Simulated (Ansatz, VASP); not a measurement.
## One calculation of CaS, two programs

INCAR

```
PREC = Accurate ; ENCUT = 520
EDIFF = 1E-6 ; ISMEAR = 0
SIGMA = 0.05 ; LREAL = False
LASPH = True ; NELM = 100
ALGO = Fast ; ISIF = 2
LWAVE = False ; LCHARG = True
GGA = PS ; LELF = True
LVHAR = True ; NBANDS = 15
```

KPOINTS

```
regular mesh
0
Gamma
  8 8 8
```

Contents of POSCAR:

```
CaS
1.0
    0.0000000000      2.8430000000      2.8430000000
    2.8430000000      0.0000000000      2.8430000000
    2.8430000000      2.8430000000      0.0000000000
Ca S
1 1
Direct
    0.0000000000      0.0000000000      0.0000000000
    0.5000000000      0.5000000000      0.5000000000
```

Input for Ansatz:

```yaml
crystal:
  lattice:
    - [0.0, 2.843, 2.843]
    - [2.843, 0.0, 2.843]
    - [2.843, 2.843, 0.0]
  atoms:
    - { symbol: Ca, position: [0.0, 0.0, 0.0] }
    - { symbol: S, position: [0.5, 0.5, 0.5] }
basis:
  ecutwfc: 420
kpoints:
  mp_grid: { grid: [8, 8, 8] }
hamiltonian:
  xc: pbesol
scf:
  occupations: { method: gaussian, width: 0.05 }
output:
  forces: true
  stress: true
  eigenvalues: true
```

Alike in both runs: task single point; functional PBEsol; k mesh 8 × 8 × 8; occupations gaussian, width 0.05 eV; no spin polarisation.

```csv
,VASP,Ansatz
version,VASP 6.6.1,Ansatz 0.2.0
potentials or method,"VASP PAW PBE potentials, release 64 (Ca_sv, S)","scalar-relativistic, plane waves, PAW"
plane-wave cutoff (eV),520,420
valence electrons in the cell,16,16
```

|  | VASP | Ansatz | Ansatz less VASP |
| --- | --- | --- | --- |
| gap on the k mesh at the Fermi level (eV) | 2.22 | 2.23 | +0.005 |
| least direct gap on the mesh (eV) | 3.05 | 3.05 | +0.005 |
| pressure (GPa) | -1.5 | -1.6 | -0.17 |

Caveats: the PAW data sets were made with another functional, which shifts forces and pressure a little (VASP). A hybrid or GW would open this gap; PBEsol tends to underestimate it. A k mesh can miss the band edges.
